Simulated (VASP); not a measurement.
# Si (Imma) in VASP: notebook

The runs below take Si through relaxation of the atoms, with LDA, PBE.

Everything below comes from runs of VASP 6.6.1. Logs are shortened: lines on timing, memory, paths and dates and some standing lists are left out, and cuts for length are marked.

## 1. The crystal as given

Symmetry: Imma, No. 74, orthorhombic system. Conventional cell: a = 3.838 Å, b = 3.879 Å, c = 5.411 Å, α = 90.00°, β = 90.00°, γ = 90.00°. Around Si (site symmetry mm2) lie 4 Si at 2.35 to 2.36 Å.

## 2. Relaxation of the atoms, LDA

Contents of INCAR:

```
SYSTEM = Si
ALGO = Normal
EDIFF = 1E-6
EDIFFG = -0.005
ENCUT = 520
GGA = CA
IBRION = 2
ISIF = 2
ISMEAR = 0
LASPH = .TRUE.
LCHARG = .FALSE.
LREAL = .FALSE.
LWAVE = .FALSE.
NELM = 60
NSW = 60
PREC = Accurate
SIGMA = 0.01
```

Contents of KPOINTS:

```
k-points
0
G
  10 10 10
  0 0 0
```

Contents of POSCAR:

```
Si
1.0
    0.0144304315      2.7282245685      2.7056858789
    2.7282245685      0.0144304315      2.7056858789
    2.7426550000      2.7426550000      0.0000000000
Si
2
Direct
    0.0000000000      0.0000000000      0.0000000000
    0.2500000000      0.2500000000      0.2500000000
```

Potentials or basis: VASP PAW LDA potentials, release 64 (Si).

The run is started by

```sh
> cat potpaw_LDA.64/Si/POTCAR > POTCAR
> mpirun -np 1 vasp_std > vasp.out
```

OUTCAR:

```text
SYSTEM = Si
   EDIFF = 1E-6
   EDIFFG = -0.005
   ENCUT = 520
   GGA = CA
   IBRION = 2
   ISIF = 2
   ISMEAR = 0
   LASPH = .TRUE.
   LREAL = .FALSE.
   NELM = 60
   NSW = 60
   PREC = Accurate

 ion  position               nearest neighbor table
   1  0.000  0.000  0.000-   2 2.35   2 2.35   2 2.36   2 2.36
   2  0.250  0.250  0.250-   1 2.35   1 2.35   1 2.36   1 2.36

  LATTYP: Found a body centered orthorhombic cell.
 ALAT       =     3.8378844740
 B/A-ratio  =     1.0106348756
 C/A-ratio  =     1.4099881834

  Lattice vectors:

 A1 = (   2.7282245685,   0.0144304315,  -2.7056858789)
 A2 = (  -2.7282245685,  -0.0144304315,  -2.7056858789)
 A3 = (   0.0144304315,   2.7282245685,   2.7056858789)

Analysis of symmetry for initial positions (statically):
=====================================================================
 Subroutine PRICEL returns:
 Original cell was already a primitive cell.

 Routine SETGRP: Setting up the symmetry group for a
 body centered orthorhombic supercell.

 Subroutine GETGRP returns: Found  8 space group operations
 (whereof  4 operations were pure point group operations)
 out of a pool of  8 trial point group operations.

The static configuration has the point symmetry C_2v.
 The point group associated with its full space group is D_2h.

Analysis of symmetry for dynamics (positions and initial velocities):
=====================================================================
 Subroutine PRICEL returns:
 Original cell was already a primitive cell.

 Routine SETGRP: Setting up the symmetry group for a
 body centered orthorhombic supercell.

 Subroutine GETGRP returns: Found  8 space group operations
 (whereof  4 operations were pure point group operations)
 out of a pool of  8 trial point group operations.

The dynamic configuration has the point symmetry C_2v.
 The point group associated with its full space group is D_2h.

 Subroutine INISYM returns: Found  8 space group operations
 (whereof  4 operations are pure point group operations),
 and found     1 'primitive' translations

----------------------------------------------------------------------------------------

                                     Primitive cell

  volume of cell :      40.2768

  direct lattice vectors                    reciprocal lattice vectors
     0.014430432  2.728224568  2.705685879    -0.184243894  0.184243894  0.184796027
     2.728224568  0.014430432  2.705685879     0.184243894 -0.184243894  0.184796027
     2.742655000  2.742655000  0.000000000     0.182305102  0.182305102 -0.184796027

  length of vectors
     3.842415075  3.842415075  3.878699898     0.319438878  0.319438878  0.317206356

  position of ions in fractional coordinates (direct lattice)
     0.000000000  0.000000000  0.000000000
     0.250000000  0.250000000  0.250000000

  ion indices of the primitive-cell ions
   primitive index   ion index
                 1           1
                 2           2

----------------------------------------------------------------------------------------

 KPOINTS: k-points

Automatic generation of k-mesh.
 Grid dimensions read from file:
 generate k-points for:   10   10   10

 Generating k-lattice:

  Cartesian coordinates                     Fractional coordinates (reciprocal lattice)
    -0.018424389  0.018424389  0.018479603     0.100000000  0.000000000  0.000000000
     0.018424389 -0.018424389  0.018479603     0.000000000  0.100000000  0.000000000
     0.018230510  0.018230510 -0.018479603    -0.000000000 -0.000000000  0.100000000

  Length of vectors
     0.031943888  0.031943888  0.031720636

  Shift w.r.t. Gamma in fractional coordinates (k-lattice)
     0.000000000  0.000000000  0.000000000

 Subroutine IBZKPT returns following result:
 ===========================================

 Found    171 irreducible k-points:

 Following reciprocal coordinates:
            Coordinates               Weight
  0.000000  0.000000  0.000000      1.000000
  0.100000 -0.000000  0.000000      4.000000
  0.200000 -0.000000  0.000000      4.000000
  0.300000 -0.000000  0.000000      4.000000
  0.400000  0.000000  0.000000      4.000000
  0.500000 -0.000000  0.000000      2.000000
[... 16 lines left out ...]
  0.300000  0.300000  0.000000      2.000000
  0.400000  0.300000  0.000000      4.000000
 [... further k-points ...]
   k-points           NKPTS =    171   k-points in BZ     NKDIM =    171   number of bands    NBANDS=      8
   number of dos      NEDOS =    301   number of ions     NIONS =      2
   total plane-waves  NPLWV =  27000
   dimension x,y,z NGX =    30 NGY =   30 NGZ =   30
   dimension x,y,z NGXF=    60 NGYF=   60 NGZF=   60
   ions per type =               2
   NGX,Y,Z   is equivalent  to a cutoff of  12.98, 12.98, 12.86 a.u.
   NGXF,Y,Z  is equivalent  to a cutoff of  25.96, 25.96, 25.72 a.u.
 SYSTEM =  Si
   PREC   = accura    normal or accurate (medium, high low for compatibility)
   ISTART =      0    job   : 0-new  1-cont  2-samecut
   ICHARG =      2    charge: 1-file 2-atom 10-const
   ISPIN  =      1    spin polarized calculation?
   LNONCOLLINEAR =      F non collinear calculations
   LSORBIT =      F    spin-orbit coupling
   LASPH  =      T    aspherical Exc in radial PAW
   ENCUT  =  520.0 eV  38.22 Ry    6.18 a.u.   7.14  7.14  7.21*2*pi/ulx,y,z
   NELM   =     60;   NELMIN=  2; NELMDL= -5     # of ELM steps
   EDIFF  = 0.1E-05   stopping-criterion for ELM
   LREAL  =      F    real-space projection
   EDIFFG = -.5E-02   stopping-criterion for IOM
   NSW    =     60    number of steps for IOM
   IBRION =      2    ionic relax: 0-MD 1-quasi-New 2-CG
   NFREE  =      1    steps in history (QN), initial steepest desc. (CG)
   ISIF   =      2    stress and relaxation
   ISYM   =      2    0-nonsym 1-usesym 2-fastsym
   POTIM  = 0.5000    time-step for ionic-motion
   TEBEG  =    0.0;   TEEND  =   0.0 temperature during run
   PSTRESS=    0.0 pullay stress
   NELECT =       8.0000    total number of electrons
   NUPDOWN=      -1.0000    fix difference up-down
   EMIN   =  10.00;   EMAX   =-10.00  energy-range for DOS
   EFERMI =   0.00;   METHOD = LEGACY
   ISMEAR =     0;   SIGMA  =   0.01  broadening in eV -4-tet -1-fermi 0-gaus
   EFERMI_NEDOS =   21; number of points for ismear=-14 and -15
   IALGO  =     38    algorithm
   IMIX   =      4    mixing-type and parameters
     AMIX     =   0.40;   BMIX     =  1.00
     AMIX_MAG =   1.60;   BMIX_MAG =  1.00
  volume/ion in A,a.u.               =      20.14       135.90
  Fermi-wavevector in a.u.,A,eV,Ry     =   0.955182  1.805033 12.413596  0.912374
  Thomas-Fermi vector in A             =   2.083997
   LORBIT       =      0    0 simple, 1 ext, 2 COOP (PROOUT), +10 PAW based schemes
   GGA     = CA    functional components
   LHFCALC =     F    Hartree Fock is set to
   AEXX    =    0.0000 exact exchange contribution
   IVDW    =     0    specifies the selected vdW correction
   LEPSILON=     F    determine dielectric tensor
   LRPA    =     F    only Hartree local field effects (RPA)
 conjugate gradient relaxation of ions
 non-spin polarized calculation
 Gauss-broadening in eV      SIGMA  =   0.01
  energy-cutoff  :      520.00
  volume of cell :       40.28
 maximum number of plane-waves:      1102
 NGX is ok and might be reduce to    30
   NGX = 15   NGY = 15   NGZ = 15

--------------------------------------- Ionic step        1  -------------------------------------------

 number of electron       8.0000001 magnetization

 Free energy of the ion-electron system (eV)
  ---------------------------------------------------
  ext. energy  EPLUGINS =         0.00000000
  ---------------------------------------------------
  free energy    TOTEN  =       -11.91190792 eV

  energy without entropy =      -11.91190792  energy(sigma->0) =      -11.91190792

------------------------ aborting loop because EDIFF is reached ----------------------------------------

  FORCE on cell =-STRESS in cart. coord.  units (eV):
  Direction    XX          YY          ZZ          XY          YZ          ZX
  --------------------------------------------------------------------------------------
  -------------------------------------------------------------------------------------
  Total       -0.5582908     -0.5582908     -0.3609082     -0.2640639      0.0000000      0.0000000
  in kB      -22.2083155    -22.2083155    -14.3566100    -10.5042284      0.0000000      0.0000000
  external PRESSURE =     -19.5910803 kB  Pullay stress =       0.0000000 kB
[... 57 lines left out ...]
  energy  without entropy=      -11.9122399745  energy(sigma->0) =      -11.91223997

--------------------------------------- Ionic step        3  -------------------------------------------

 number of electron       8.0000001 magnetization

 Free energy of the ion-electron system (eV)
  ---------------------------------------------------
  ext. energy  EPLUGINS =         0.00000000
  ---------------------------------------------------
  free energy    TOTEN  =       -11.91226282 eV

  energy without entropy =      -11.91226282  energy(sigma->0) =      -11.91226282

 E-fermi :   5.8551     XC(G=0):  -9.5837

 val. band max:        5.7477313847   @ k =   0.0000   0.0000   0.0000
 cond. band min:       6.1425123669   @ k =   0.4000   0.4000   0.0000
 fundamental gap:      0.3947809821
 Fermi energy:         5.8550956951

 k-point     1 :       0.0000    0.0000    0.0000
  band No.  band energies     occupation
      1      -6.2069      2.00000
      2       5.6463      2.00000
      3       5.7378      2.00000
      4       5.7477      2.00000
      5       8.1835      0.00000
      6       8.1952      0.00000
      7       8.3019      0.00000
      8       8.8689      0.00000
[... 243 lines left out ...]
 k-point    24 :       0.4000    0.3000    0.0000
  band No.  band energies     occupation
      1      -4.0359      2.00000
      2       0.3323      2.00000
      3       2.8802      2.00000
      4       3.1859      2.00000
      5       6.5930      0.00000
      6       7.8854      0.00000
      7      12.5614      0.00000
      8      12.6794      0.00000

 [... further k-points ...]

------------------------ aborting loop because EDIFF is reached ----------------------------------------

  FORCE on cell =-STRESS in cart. coord.  units (eV):
  Direction    XX          YY          ZZ          XY          YZ          ZX
  --------------------------------------------------------------------------------------
  -------------------------------------------------------------------------------------
  Total       -0.5611466     -0.5611466     -0.3646495     -0.1958098      0.0000000      0.0000000
  in kB      -22.3219150    -22.3219150    -14.5054344     -7.7891411      0.0000000      0.0000000
  external PRESSURE =     -19.7164215 kB  Pullay stress =       0.0000000 kB
[... 17 lines left out ...]
  FREE ENERGIE OF THE ION-ELECTRON SYSTEM (eV)
  ---------------------------------------------------
  free  energy   TOTEN  =       -11.9122628248 eV

  energy  without entropy=      -11.9122628248  energy(sigma->0) =      -11.91226282

 reached required accuracy - stopping structural energy minimisation
```

It took 32 s on 1 thread of Intel Xeon 6975P-C (Granite Rapids), shared host; peak memory 0.17 GiB.

What came out:

```
Free energy               : -11.9123 eV
Energy gained by relaxing : 0.2 meV/atom
Ionic steps               : 3
Pressure after relaxing   : -2.0 GPa
Band gap on the k mesh    : 0.39 eV, indirect (least direct gap 2.44 eV)
```

Step by step:
| step | energy change (eV) | largest force (eV/Å) | pressure (GPa) |
| --- | --- | --- | --- |
| 1 | 0.0000 | 0.0961 | -1.96 |
| 2 | -0.0003 | 0.0246 | -1.97 |
| 3 | -0.0004 | 0.0001 | -1.97 |

Final structure:
```xyz
2
Lattice="0.0144 2.7282 2.7057 2.7282 0.0144 2.7057 2.7427 2.7427 0.0000" Properties=species:S:1:pos:R:3 pbc="T T T"
Si    2.7427    2.7427    0.0037
Si    1.3713    1.3713    1.3492
```

A k mesh can miss the band edges. A hybrid or GW would open this gap; LDA tends to underestimate it.

## 3. Relaxation of the atoms, PBE

Edit INCAR of step 2 so:

```diff
@@ -5,3 +5,3 @@
 ENCUT = 520
-GGA = CA
+GGA = PE
 IBRION = 2
```

KPOINTS is that of step 2.

POSCAR is that of step 2.

Potentials or basis: VASP PAW PBE potentials, release 64 (Si).

The run is started by

```sh
> cat potpaw_PBE.64/Si/POTCAR > POTCAR
> mpirun -np 1 vasp_std > vasp.out
```

OUTCAR:

```text
SYSTEM = Si
   EDIFF = 1E-6
   EDIFFG = -0.005
   ENCUT = 520
   GGA = PE
   IBRION = 2
   ISIF = 2
   ISMEAR = 0
   LASPH = .TRUE.
   LREAL = .FALSE.
   NELM = 60
   NSW = 60
   PREC = Accurate

 ion  position               nearest neighbor table
   1  0.000  0.000  0.000-   2 2.35   2 2.35   2 2.36   2 2.36
   2  0.250  0.250  0.250-   1 2.35   1 2.35   1 2.36   1 2.36

  LATTYP: Found a body centered orthorhombic cell.
 ALAT       =     3.8378844740
 B/A-ratio  =     1.0106348756
 C/A-ratio  =     1.4099881834

  Lattice vectors:

 A1 = (   2.7282245685,   0.0144304315,  -2.7056858789)
 A2 = (  -2.7282245685,  -0.0144304315,  -2.7056858789)
 A3 = (   0.0144304315,   2.7282245685,   2.7056858789)

[... 265 lines left out ...]
 cond. band min:       6.3027315826   @ k =   0.4000   0.4000   0.0000
 fundamental gap:      0.4980528402
 Fermi energy:         5.9070094576

 k-point     1 :       0.0000    0.0000    0.0000
  band No.  band energies     occupation
      1      -6.1502      2.00000
      2       5.7007      2.00000
      3       5.7961      2.00000
      4       5.8047      2.00000
      5       8.2831      0.00000
      6       8.2957      0.00000
      7       8.3994      0.00000
      8       9.0871      0.00000
[... 243 lines left out ...]
 k-point    24 :       0.4000    0.3000    0.0000
  band No.  band energies     occupation
      1      -3.9797      2.00000
      2       0.3944      2.00000
      3       2.9536      2.00000
      4       3.2460      2.00000
      5       6.7454      0.00000
      6       8.0410      0.00000
      7      12.7052      0.00000
      8      12.8014      0.00000

 [... further k-points ...]

------------------------ aborting loop because EDIFF is reached ----------------------------------------

  FORCE on cell =-STRESS in cart. coord.  units (eV):
  Direction    XX          YY          ZZ          XY          YZ          ZX
  --------------------------------------------------------------------------------------
  -------------------------------------------------------------------------------------
  Total        0.2800490      0.2800490      0.4767992     -0.1994873      0.0000000      0.0000000
  in kB       11.1401019     11.1401019     18.9666525     -7.9354301      0.0000000      0.0000000
  external PRESSURE =      13.7489521 kB  Pullay stress =       0.0000000 kB
[... 17 lines left out ...]
  FREE ENERGIE OF THE ION-ELECTRON SYSTEM (eV)
  ---------------------------------------------------
  free  energy   TOTEN  =       -10.8449846665 eV

  energy  without entropy=      -10.8449846665  energy(sigma->0) =      -10.84498467

 reached required accuracy - stopping structural energy minimisation
```

Wall time 34 s (1 thread of Intel Xeon 6975P-C (Granite Rapids), shared host); peak memory 0.19 GiB.

What came out:

- Free energy: -10.8450 eV
- Energy gained by relaxing: 0.2 meV/atom
- Ionic steps: 3
- Pressure after relaxing: 1.4 GPa
- Band gap on the k mesh: 0.50 eV, indirect (least direct gap 2.48 eV)

Stress tensor (GPa, compression positive):
```
 1.11 -0.79  0.00
-0.79  1.11  0.00
 0.00  0.00  1.90
```

The path:
| step | energy change (eV) | largest force (eV/Å) | pressure (GPa) |
| --- | --- | --- | --- |
| 1 | 0.0000 | 0.1029 | 1.39 |
| 2 | -0.0004 | 0.0303 | 1.37 |
| 3 | -0.0004 | 0.0000 | 1.37 |

Final structure:
```
CELL_PARAMETERS angstrom
0.01443 2.72822 2.70569
2.72822 0.01443 2.70569
2.74266 2.74266 0.00000
ATOMIC_POSITIONS crystal
Si 0.00071 0.00071 0.99929
Si 0.24929 0.24929 0.25071
```

Levels at points of the mesh, in eV from the valence-band top:
```tsv
k point	band 2	band 3	band 4	band 5	band 6	band 7
(0.00, 0.00, 0.00)	-0.10	-0.01	0.00	2.48	2.49	2.59
(0.50, 0.00, 0.00)	-6.97	-1.31	-1.20	1.42	3.23	3.34
(0.50, 0.50, 0.00)	-7.78	-2.98	-2.84	0.56	0.72	9.98
(0.00, 0.00, 0.50)	-6.99	-1.22	-1.18	1.54	3.32	3.34
(0.50, 0.00, 0.50)	-7.85	-2.85	-2.85	0.71	0.71	10.01
```

A k mesh can miss the band edges. Expect the measured gap to be larger: semilocal functionals such as PBE lack the derivative discontinuity.
